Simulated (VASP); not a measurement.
Runs of VASP 6.6.1 on Tm. It takes space group Im-3m (No. 229, cubic). Conventional cell: a = 3.861 Å, b = 3.861 Å, c = 3.861 Å, α = 90.00°, β = 90.00°, γ = 90.00°. Tm (site symmetry m-3m) is surrounded by 8 Tm at 3.34 Å. This isn't the form of Tm at room conditions, which is hcp.

```tsv
cell	smearing	gap on the mesh (eV)	pressure (GPa)	moment (μB)
volume scaled by 0.94	fermi-dirac 0.05 eV	none	7.6	1.16
Im-3m, 28.77 Å³/atom	gaussian 0.025 eV	none	7.1	1.13
Im-3m, 30.61 Å³/atom	gaussian 0.025 eV	none	(b)	1.13
volume scaled by 1.02	fermi-dirac 0.05 eV	none	(a)	1.13
```

Alike in all rows: task single point; level PBE; potentials or basis VASP PAW PBE potentials, release 64 (Tm); spin collinear, typed start; k mesh 10 × 10 × 10; cutoff (eV) 520.

Q: Fill in the values left out.

A: (a) 2.2; (b) 2.4.

Caveats: the magnetic or orbital state may not be the lowest; spin-orbit coupling is left out, which moves the levels of the heavy elements.

A k mesh can miss the band edges, and the runs leave out spin-orbit coupling on Tm.

A gap of «none» marks a metal or a gap under the smearing width.
